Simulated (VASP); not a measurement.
A run of VASP 6.6.1:

Contents of INCAR:

```
SYSTEM = TiTe
PREC = Accurate
ENCUT = 520
EDIFF = 1E-6
ISMEAR = 0
SIGMA = 0.05
LREAL = .FALSE.
LASPH = .TRUE.
NELM = 60
ALGO = Normal
ISIF = 2
LWAVE = .FALSE.
LCHARG = .TRUE.
ISPIN = 2
MAGMOM = 1 0
LORBIT = 11
NUPDOWN = 0
LMAXMIX = 4
GGA = PE
LELF = .TRUE.
LVHAR = .TRUE.
NBANDS = 20
```

File KPOINTS:

```
Automatic mesh
0
G
  5 5 5
  0 0 0
```

The input POSCAR:

```
TiTe
1.0
    0.0000000000      3.3105989600      3.3105989600
    3.3105989600      0.0000000000      3.3105989600
    3.3105989600      3.3105989600      0.0000000000
Ti Te
1 1
Direct
    0.0000000000      0.0000000000      0.0000000000
    0.2500000000      0.2500000000      0.2500000000
```

Potentials or basis: VASP PAW PBE potentials, release 64 (Ti_sv, Te).

Command:

```console
$ cat potpaw_PBE.64/Ti_sv/POTCAR potpaw_PBE.64/Te/POTCAR > POTCAR
$ mpirun -np 1 vasp_std > vasp.out
```

Hardware: 1 thread of Intel(R) Xeon(R) Platinum 8375C CPU @ 2.90GHz (Ice Lake), on a shared host.

**Question.** How long does it take, and how much memory?

**Answer.** Wall time 41 s on 1 thread of Intel(R) Xeon(R) Platinum 8375C CPU @ 2.90GHz (Ice Lake), on a shared host, peak memory 0.24 GiB. Counts: scf iterations 14, k points 10.
